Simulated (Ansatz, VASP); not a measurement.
**GaP: VASP beside Ansatz**

The input INCAR:

```
ALGO     = Normal         # electronic algorithm
EDIFF    = 1E-6           # SCF threshold, eV
ENCUT    = 520            # plane-wave cutoff, eV
GGA      = PE             # functional
ISIF     = 2              # what is computed and relaxed
ISMEAR   = 0              # smearing method
LASPH    = T              # aspherical terms in the spheres
LCHARG   = F              # write CHGCAR
LREAL    = F              # projectors in reciprocal space
LWAVE    = F              # write WAVECAR
NBANDS   = 16             # bands
NELM     = 100            # most SCF steps
PREC     = Accurate       # precision mode
SIGMA    = 0.05           # smearing width, eV
```

File KPOINTS:

```
k-points
0
Gamma
  8 8 8
```

The input POSCAR:

```
GaP
1.0
    0.0000000000      2.7525368124      2.6149099718
    2.7525368124      0.0000000000      2.6149099718
    2.7525368124      2.7525368124      0.0000000000
Ga P
1 1
Direct
    0.0000000000      0.0000000000      0.0000000000
    0.7500000000      0.7500000000      0.7500000000
```

Input for Ansatz:

```yaml
crystal:
  lattice:
    - [0.0, 2.7525368124, 2.6149099718]
    - [2.7525368124, 0.0, 2.6149099718]
    - [2.7525368124, 2.7525368124, 0.0]
  atoms:
    - { symbol: Ga, position: [0.0, 0.0, 0.0] }
    - { symbol: P, position: [0.75, 0.75, 0.75] }
basis:
  ecutwfc: 420
kpoints:
  mp_grid: { grid: [8, 8, 8] }
hamiltonian:
  xc: pbe
scf:
  occupations: { method: gaussian, width: 0.05 }
output:
  forces: true
  stress: true
  eigenvalues: true
```

Change from the starting cell: strain +0.000 along x and y, -0.050 along z, atoms carried along.

Alike in both runs: task single point; functional PBE; k mesh 8 × 8 × 8; occupations gaussian, width 0.05 eV; no spin polarisation.

```csv
,VASP,Ansatz
version,VASP 6.6.1,Ansatz 0.2.0
potentials or method,"VASP PAW PBE potentials, release 64 (Ga_d, P)","scalar-relativistic, plane waves, PAW"
plane-wave cutoff (eV),520,420
valence electrons in the cell,18,18
```

```csv
,VASP,Ansatz,Ansatz less VASP
gap on the k mesh at the Fermi level (eV),1.12,1.12,+0.001
least direct gap on the mesh (eV),1.81,1.81,+0.001
pressure (GPa),4.3,4.4,+0.10
largest component of the traceless stress (GPa),2.27,2.27,-0.007
```

A k mesh can miss the band edges.
